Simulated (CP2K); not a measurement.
Crystal: Al.

```
Al
1.0
     2.83922    0.00000    0.00000
     1.44186    2.44655    0.00000
     1.33756    0.86711    2.38525
Al
1
Direct
  0.00000 0.00000 0.00000
```

Base run:

- Program: CP2K 2026.2
- Functional: PBE
- Potentials or basis: all electrons (GAPW); pob-DZVP-rev2 basis
- Density cutoff: 6803 eV
- k mesh: 11 × 11 × 11
- Occupations: fermi-dirac, width 0.05 eV
- Spin: no spin polarisation

Its results: band gap on the k mesh none (metal or under the smearing width); pressure 2.0 GPa.

Question: The run is repeated on the same cell with these changes: potentials or basis from all electrons (GAPW); pob-DZVP-rev2 basis to all electrons (GAPW); pob-TZVP-rev2 basis; basis sets from Al pob-DZVP-rev2 to Al pob-TZVP-rev2. What comes out?

Answer: Band gap on the k mesh none (metal or under the smearing width); pressure -6.3 GPa.

Caveats: the basis of atomic orbitals isn't converged, which shifts pressures, moduli and gaps.
